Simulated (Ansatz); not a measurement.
**Two states of FeCo**

```xyz
4
Lattice="2.8888 0.0000 2.8888 0.0000 2.8888 0.0000 2.8888 0.0000 -2.8888" Properties=species:S:1:pos:R:3 pbc="T T T"
Co    0.0000    0.0000    0.0000
Co    2.8888    0.0000    0.0000
Fe    1.4444    1.4444   -1.4444
Fe    1.4444    1.4444    1.4444
```

Level: PBE; 420 eV; 6×8×6 Γ-centred mesh; fermi-dirac occupations (width 0.1 eV); Ansatz 0.2.0, fixed geometry.

State A: Co1 down, Co2 down, Fe3 down, Fe4 down (collinear spin). State B: Co1 up, Co2 down, Fe3 up, Fe4 down (collinear spin).

Task: Compare the two self-consistent states.

Result: State A is lower by 304.2 meV an atom at zero smearing; in free energy at this smearing B lies +289.0 meV an atom from A.

| state | free energy (meV/atom) | largest moment in a small sphere (μB) | net moment (μB/cell) | gap on mesh (eV) | pressure (GPa) | largest force (eV/Å) |
| --- | --- | --- | --- | --- | --- | --- |
| A | 0.0 | 2.87 | 9.21 | metal | -7.8 | 0.00 |
| B | 289.0 | 2.75 | 0.00 | metal | -11.0 | 0.00 |

Origin: a database entry at a rescaled volume. Caveats: atoms or cell far from equilibrium.
